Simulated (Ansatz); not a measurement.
# CuO (Cccm) in Ansatz: settings compared, part 2 of 2

Ansatz 0.2.0.

**5. Single point, RPBE, 10.61 Å³/atom (volume scaled by 0.96)**

Input file input.yaml:

```yaml
crystal:
  lattice:
    - [1.9640597285, -2.1244444051, 0.0]
    - [1.9640597285, 2.1244444051, 0.0]
    - [0.0, 0.0, 5.0862447552]
  atoms:
    - { symbol: Cu, position: [0.5, 0.0, 0.0] }
    - { symbol: Cu, position: [0.0, 0.5, 0.5] }
    - { symbol: O, position: [0.5, 0.5, 0.25] }
    - { symbol: O, position: [0.5, 0.5, 0.75] }
hamiltonian:
  xc: rpbe
  pseudopotentials: { kind: paw }
kpoints:
  mp_grid: { grid: [9, 9, 5] }
scf:
  occupations: { method: fermi_dirac, width: 0.05 }
output:
  forces: true
  stress: true
  eigenvalues: true
```

Command:

```console
> ansatz run input.yaml --threads 2 --pin off --max-ram 5632MiB --backend cpu --events-out ev --progress --plain --runs-dir out
```

Wall time 2 s (2 threads of Arm Neoverse V2, shared host); peak memory 0.35 GiB.

The run converged. Its results:

```
Free energy            : -14396.3046 eV
Pressure               : 13.9 GPa
Band gap on the k mesh : none (metal or under the smearing width)
```

Caveat: the pressure holds a Pulay correction of +0.6 GPa for the finite cutoff; the run has no spin polarisation, though such a crystal can be magnetic; semilocal functionals often make such compounds metallic where correlation or magnetic order opens a gap, which also shifts bond lengths; the PAW data sets come from PBE, with cores solved anew for the run's functional, which leaves a small shift of forces and pressure.

**6. Single point, RPBE, 10.83 Å³/atom (volume scaled by 0.98)**

input.yaml: that of step 5 with these lines changed.

```diff
@@ -2,5 +2,5 @@
   lattice:
-    - [1.9640597285, -2.1244444051, 0.0]
-    - [1.9640597285, 2.1244444051, 0.0]
-    - [0.0, 0.0, 5.0862447552]
+    - [1.977605396, -2.1390962088, 0.0]
+    - [1.977605396, 2.1390962088, 0.0]
+    - [0.0, 0.0, 5.1213234137]
   atoms:
@@ -21 +21,5 @@
   eigenvalues: true
+  write_density: true
+  write_potential: true
+  elf: true
+  volumetric_format: npy
```

Potentials or basis: Ansatz PAW.

Command:

```console
> ansatz run input.yaml --threads 2 --pin off --max-ram 5632MiB --backend cpu --events-out ev --progress --plain --runs-dir out
```

It took 2.8 s on 2 threads of Arm Neoverse V2, shared host; peak memory 0.36 GiB.

It converged, with:

```
Free energy            : -14396.3705 eV
Pressure               : 10.0 GPa
Band gap on the k mesh : none (metal or under the smearing width)
```

Caveat: the pressure holds a Pulay correction of +0.6 GPa for the finite cutoff; the run has no spin polarisation, though such a crystal can be magnetic; semilocal functionals often make such compounds metallic where correlation or magnetic order opens a gap, which also shifts bond lengths; the PAW data sets come from PBE, with cores solved anew for the run's functional, which leaves a small shift of forces and pressure.

**7. Single point, RPBE, 11.05 Å³/atom**

input.yaml: that of step 6 with these lines changed.

```diff
@@ -2,5 +2,5 @@
   lattice:
-    - [1.977605396, -2.1390962088, 0.0]
-    - [1.977605396, 2.1390962088, 0.0]
-    - [0.0, 0.0, 5.1213234137]
+    - [1.990968, -2.15355, 0.0]
+    - [1.990968, 2.15355, 0.0]
+    - [0.0, 0.0, 5.155928]
   atoms:
```

Command:

```console
> ansatz run input.yaml --threads 2 --pin off --max-ram 5632MiB --backend cpu --events-out ev --progress --plain --runs-dir out
```

It took 2.8 s on 2 threads of Arm Neoverse V2, shared host; peak memory 0.36 GiB.

It converged, with:

```
Free energy            : -14396.4160 eV
Pressure               : 6.5 GPa
Band gap on the k mesh : none (metal or under the smearing width)
```

Caveat: the pressure holds a Pulay correction of +0.6 GPa for the finite cutoff; the run has no spin polarisation, though such a crystal can be magnetic; semilocal functionals often make such compounds metallic where correlation or magnetic order opens a gap, which also shifts bond lengths; the PAW data sets come from PBE, with cores solved anew for the run's functional, which leaves a small shift of forces and pressure.

**8. Single point, RPBE, 11.27 Å³/atom (volume scaled by 1.02)**

input.yaml: that of step 7 with these lines changed.

```diff
@@ -2,5 +2,5 @@
   lattice:
-    - [1.990968, -2.15355, 0.0]
-    - [1.990968, 2.15355, 0.0]
-    - [0.0, 0.0, 5.155928]
+    - [2.0041536028, -2.1678123362, 0.0]
+    - [2.0041536028, 2.1678123362, 0.0]
+    - [0.0, 0.0, 5.1900742137]
   atoms:
```

Command:

```console
> ansatz run input.yaml --threads 2 --pin off --max-ram 5632MiB --backend cpu --events-out ev --progress --plain --runs-dir out
```

Wall time 2.9 s (2 threads of Arm Neoverse V2, shared host); peak memory 0.36 GiB.

The run converged. Its results:

| Property | Result |
| --- | --- |
| Free energy | -14396.4432 eV |
| Pressure | 3.4 GPa |
| Band gap on the k mesh | none (metal or under the smearing width) |

Caveat: the pressure holds a Pulay correction of +0.6 GPa for the finite cutoff; the run has no spin polarisation, though such a crystal can be magnetic; semilocal functionals often make such compounds metallic where correlation or magnetic order opens a gap, which also shifts bond lengths; the PAW data sets come from PBE, with cores solved anew for the run's functional, which leaves a small shift of forces and pressure.

**9. Single point, RPBE, 11.50 Å³/atom (volume scaled by 1.04)**

input.yaml: that of step 8 with these lines changed.

```diff
@@ -2,5 +2,5 @@
   lattice:
-    - [2.0041536028, -2.1678123362, 0.0]
-    - [2.0041536028, 2.1678123362, 0.0]
-    - [0.0, 0.0, 5.1900742137]
+    - [2.0171679519, -2.1818894341, 0.0]
+    - [2.0171679519, 2.1818894341, 0.0]
+    - [0.0, 0.0, 5.2237769386]
   atoms:
@@ -21,5 +21 @@
   eigenvalues: true
-  write_density: true
-  write_potential: true
-  elf: true
-  volumetric_format: npy
```

Potentials or basis: Ansatz PAW.

Command:

```console
> ansatz run input.yaml --threads 2 --pin off --max-ram 5632MiB --backend cpu --events-out ev --progress --plain --runs-dir out
```

Wall time 2.2 s (2 threads of Arm Neoverse V2, shared host); peak memory 0.35 GiB.

Results (log left out):

```yaml
Free_energy: -14396.4542 eV
Pressure: 0.6 GPa
Band_gap_on_the_k_mesh: none (metal or under the smearing width)
```

Caveat: the pressure holds a Pulay correction of +0.6 GPa for the finite cutoff; the run has no spin polarisation, though such a crystal can be magnetic; semilocal functionals often make such compounds metallic where correlation or magnetic order opens a gap, which also shifts bond lengths; the PAW data sets come from PBE, with cores solved anew for the run's functional, which leaves a small shift of forces and pressure.

**10. Single point, RPBE, 11.72 Å³/atom (volume scaled by 1.06)**

input.yaml: that of step 9 with these lines changed.

```diff
@@ -2,5 +2,5 @@
   lattice:
-    - [2.0171679519, -2.1818894341, 0.0]
-    - [2.0171679519, 2.1818894341, 0.0]
-    - [0.0, 0.0, 5.2237769386]
+    - [2.0300165018, -2.1957871937, 0.0]
+    - [2.0300165018, 2.1957871937, 0.0]
+    - [0.0, 0.0, 5.2570503003]
   atoms:
@@ -21 +21,5 @@
   eigenvalues: true
+  write_density: true
+  write_potential: true
+  elf: true
+  volumetric_format: npy
```

Command:

```console
> ansatz run input.yaml --threads 2 --pin off --max-ram 5632MiB --backend cpu --events-out ev --progress --plain --runs-dir out
```

It took 2.9 s on 2 threads of Arm Neoverse V2, shared host; peak memory 0.36 GiB.

The run converged. Its results:

```yaml
Free_energy: -14396.4504 eV
Pressure: -1.9 GPa
Band_gap_on_the_k_mesh: none (metal or under the smearing width)
```

Caveat: the pressure holds a Pulay correction of +0.6 GPa for the finite cutoff; the run has no spin polarisation, though such a crystal can be magnetic; semilocal functionals often make such compounds metallic where correlation or magnetic order opens a gap, which also shifts bond lengths; the PAW data sets come from PBE, with cores solved anew for the run's functional, which leaves a small shift of forces and pressure.

**11. Equation of state, RPBE**

This step only gathers the single runs of the series.

What came out:

```
Equilibrium volume                        : 11.55 Å³/atom
Bulk modulus at fixed shape and positions : 135 GPa
Pressure derivative of the bulk modulus   : 4.7
```

Energy against volume, from the lowest point:
| volume (Å³/atom) | energy (meV/atom) |
| --- | --- |
| 10.390 | 59.54 |
| 10.611 | 37.39 |
| 10.832 | 20.93 |
| 11.053 | 9.55 |
| 11.274 | 2.74 |
| 11.496 | 0.00 |
| 11.717 | 0.95 |

Caveat: the potentials were made for another functional, which shifts forces and pressure; the cell was scaled at fixed shape and fractional positions, which overstates the stiffness of a crystal with free parameters, most of all of layers and chains; the run has no spin polarisation, though such a crystal can be magnetic.

**12. Band structure, PBE**

Input file input.yaml:

```yaml
crystal:
  lattice:
    - [1.990968, -2.15355, 0.0]
    - [1.990968, 2.15355, 0.0]
    - [0.0, 0.0, 5.155928]
  atoms:
    - { symbol: Cu, position: [0.5, 0.0, 0.0] }
    - { symbol: Cu, position: [0.0, 0.5, 0.5] }
    - { symbol: O, position: [0.5, 0.5, 0.25] }
    - { symbol: O, position: [0.5, 0.5, 0.75] }
hamiltonian:
  xc: pbe
  pseudopotentials: { kind: paw, source: jth }
kpoints:
  mp_grid: { grid: [9, 9, 5] }
  band_path:
    path:
      - [[0.0, 0.0, 0.0], [0.463677429, 0.463677429, 0.0], [0.0, 0.5, 0.0], [0.0, 0.5, 0.5], [0.463677429, 0.463677429, 0.5], [0.0, 0.0, 0.5], [0.0, 0.0, 0.0], [-0.5, 0.5, 0.0], [-0.463677429, 0.536322571, 0.0], [-0.463677429, 0.536322571, 0.5], [-0.5, 0.5, 0.5], [-0.5, 0.5, 0.0]]
      - [[0.0, 0.0, 0.5], [-0.5, 0.5, 0.5]]
    npoints: 14
scf:
  occupations: { method: fermi_dirac, width: 0.05 }
  n_extra_bands: 10
output:
  forces: true
  stress: true
  eigenvalues: true
  fatbands: false
```

Potentials or basis: JTH PAW.

Command:

```console
> ansatz run input.yaml --threads 2 --pin off --max-ram 5632MiB --backend cpu --events-out ev --progress --plain --runs-dir out
```

The program printed:

```text
Warning: the checks of this Cu dataset prove no rule for summing its radial tables, as where they were carried onto another mesh than they were made on, and Gregory's rule is taken, under which a leading mesh point left out moves its sums only by what lay on the interval it spanned. That does not make them correct, and they differ from Quantum ESPRESSO's on this file; a re-export a fraction of a mesh step off can move them. hamiltonian.pseudopotentials.radial_quadrature: simpson_from_first_knot sums it by `pw.x`'s rule; on a PAW file no value gives `pw.x`'s numbers. What more to know: hamiltonian.pseudopotentials.radial_quadrature, in the input reference
[... 74 lines left out ...]
  k-point 2: bands = ["-100.2195", "-100.2194", "-57.7104", "-57.7104", "-57.6751", "-57.6733", "-57.3784", "-57.3783", "-6.9151", "-6.5199", "5.8100", "7.1075", "7.1604", "7.2321", "8.6765", "8.6811", "9.0865", "9.2077", "10.1813", "10.1887", "10.2024", "10.3328", "10.8585", "10.9090", "12.6628", "12.7465", "15.4520", "16.5314", "23.0529", "25.1174", "26.3450", "27.0677", "27.4789", "27.5205", "28.1683"]
  k-point 74: bands = ["-100.2183", "-100.2183", "-57.7215", "-57.7207", "-57.6724", "-57.6720", "-57.3871", "-57.3866", "-6.0587", "-5.9018", "6.2679", "6.6401", "6.7059", "7.0819", "7.1739", "7.3786", "9.5497", "9.7874", "10.1729", "10.2004", "10.5015", "10.5116", "11.0700", "11.1117", "11.6965", "12.4456", "16.0610", "17.2468", "22.4528", "22.7125", "24.1505", "24.6045", "27.0113", "27.3198", "28.7844"]
```

bands.tsv:

```text
# k_distance	band_0	band_1	band_2	band_3	band_4	band_5	band_6	band_7	band_8	band_9	band_10	band_11	band_12	band_13	band_14	band_15	band_16	band_17	band_18	band_19	band_20	band_21	band_22	band_23	band_24	band_25	band_26	band_27	band_28	band_29	band_30	band_31	band_32	band_33	band_34
[... 191 lines left out ...]
10.497408	-112.723236	-112.723236	-70.226380	-70.226380	-70.177077	-70.177077	-69.892027	-69.892027	-18.463099	-18.463099	-5.947859	-5.947859	-5.603590	-5.603590	-5.416717	-5.416717	-2.863619	-2.863619	-2.318879	-2.318879	-1.884193	-1.884193	-1.387648	-1.387648	-0.480417	-0.480417	4.019612	4.019612	10.067459	10.067459	11.863466	11.863466	15.364613	15.364613	16.336426
```

Wall time 21 s (2 threads of Arm Neoverse V2, shared host); peak memory 0.89 GiB.

What came out:

```yaml
Free_energy: -14381.1071 eV
Pressure: 1.7 GPa
Band_gap_on_the_k_mesh: none (metal or under the smearing width)
```

Levels at the corners of the path, in eV from the Fermi level:
```csv
point,band 23,band 24,band 25,band 26,band 27,band 28
Γ,-2.27,-1.88,0.60,0.78,1.41,6.10
X,-1.54,-1.23,-1.21,1.13,2.31,6.98
S,-1.54,-1.50,0.24,0.48,3.66,5.90
R,-1.98,-1.78,-0.14,0.69,4.31,5.89
A,-1.41,-1.41,-0.47,-0.47,4.07,4.07
Z,-1.54,-1.54,0.13,0.13,3.48,3.48
Γ,-2.27,-1.88,0.60,0.78,1.41,6.10
Y,-1.57,-1.19,-1.14,1.15,2.16,7.19
X1,-1.54,-1.23,-1.21,1.13,2.31,6.98
A1,-1.41,-1.41,-0.47,-0.47,4.07,4.07
T,-1.39,-1.39,-0.48,-0.48,4.02,4.02
Y,-1.57,-1.19,-1.14,1.15,2.16,7.19
Z,-1.54,-1.54,0.13,0.13,3.48,3.48
T,-1.39,-1.39,-0.48,-0.48,4.02,4.02
```

Caveat: the run has no spin polarisation, though such a crystal can be magnetic; semilocal functionals often make such compounds metallic where correlation or magnetic order opens a gap, which also shifts bond lengths. With open d or f shells a metallic result of PBE can be an artefact of self-interaction; +U or a hybrid may open a gap.

**13. Overview**

| task | level | potentials or basis | k mesh | cutoff (eV) | points for each segment of the path | gap on the mesh (eV) | pressure (GPa) |
| --- | --- | --- | --- | --- | --- | --- | --- |
| density of states | PBE | Ansatz PAW | 9 × 9 × 5 | 420 | - | none | 1.4 |
| phonons | PBEsol | Ansatz PAW | 8 × 8 × 5 | 420 | - | none | - |
| equation of state | RPBE | Ansatz PAW | 9 × 9 × 5 | 420 | - | - | - |
| band structure | PBE | JTH PAW | 9 × 9 × 5 | 1380 | 14 | none | 1.7 |

Alike in all rows: no spin polarisation; cell as given; smearing fermi-dirac 0.05 eV.

Caveats: the run has no spin polarisation, though such a crystal can be magnetic; semilocal functionals often make such compounds metallic where correlation or magnetic order opens a gap, which also shifts bond lengths (some runs); the PAW data sets come from PBE, with cores solved anew for the run's functional, which leaves a small shift of forces and pressure (some runs); the potentials were made for another functional, which shifts forces and pressure (some runs); the cell was scaled at fixed shape and fractional positions, which overstates the stiffness of a crystal with free parameters, most of all of layers and chains (some runs).

Total energies depend on the potentials used, so only differences within one code and one set of settings carry meaning.
